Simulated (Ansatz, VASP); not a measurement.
Two plane-wave programs on Sr

Contents of POSCAR:

```
Sr
1.0
    0.0000000000      3.0521104090      3.0521104090
    3.0521104090      0.0000000000      3.0521104090
    3.0521104090      3.0521104090      0.0000000000
Sr
1
Direct
    0.0000000000      0.0000000000      0.0000000000
```

INCAR.step1

```
SYSTEM = Sr
ALGO = Normal ; EDIFF = 1E-4
ENCUT = 520 ; GGA = PE
ISMEAR = -1 ; LASPH = .TRUE.
LCHARG = .FALSE. ; LREAL = .FALSE.
LWAVE = .TRUE. ; NBANDS = 11
NELM = 80 ; PREC = Accurate
SIGMA = 0.01
```

Contents of INCAR.step2:

```
SYSTEM = Sr
ALGO = Normal ; EDIFF = 1E-6
ENCUT = 520 ; ISIF = 2
ISMEAR = -1 ; ISTART = 1
LASPH = .TRUE. ; LCHARG = .TRUE.
LELF = .TRUE. ; LMIXTAU = .TRUE.
LREAL = .FALSE. ; LVHAR = .TRUE.
LWAVE = .FALSE. ; METAGGA = R2SCAN
NBANDS = 11 ; NELM = 80
PREC = Accurate ; SIGMA = 0.01
```

Contents of KPOINTS:

```
k-points
0
G
  9 9 9
  0 0 0
```

Input for Ansatz:

```yaml
crystal:
  lattice:
    - [0.0, 3.052110409, 3.052110409]
    - [3.052110409, 0.0, 3.052110409]
    - [3.052110409, 3.052110409, 0.0]
  atoms:
    - { symbol: Sr, position: [0.0, 0.0, 0.0] }
hamiltonian:
  xc: r2scan
  pseudopotentials:
    kind: paw
    azcp:
      Sr: "pseudopotentials/Sr.paw.azcp"
basis:
  ecutwfc: 500
  fft_grid_basis: typed
kpoints:
  mp_grid: { grid: [9, 9, 9], shift: [0, 0, 0] }
magnetization:
  spin_polarized: false
scf:
  occupations: { method: fermi_dirac, width: 0.01 }
  lower_state_search: "off"
output:
  stress: true
```

Alike in both runs: task single point; functional r2SCAN; k mesh 9 × 9 × 9; occupations fermi-dirac, width 0.01 eV; no spin polarisation.

|  | VASP | Ansatz |
| --- | --- | --- |
| version | VASP 6.6.1 | Ansatz 0.2.0 |
| potentials or method | VASP PAW PBE potentials, release 64 (Sr_sv) | plane waves (500 eV) with PAW, scalar-relativistic |
| plane-wave cutoff (eV) | 520 | 500 |
| valence electrons in the cell | 10 | 10 |

|  | VASP | Ansatz | Ansatz less VASP |
| --- | --- | --- | --- |
| pressure (GPa) | 0.0 | 0.0 | 0.00 |

The functional is the same, so the differences come from potentials, cutoffs and numerics.

Caveats: the PAW data sets were made with another functional, which shifts forces and pressure a little (VASP).
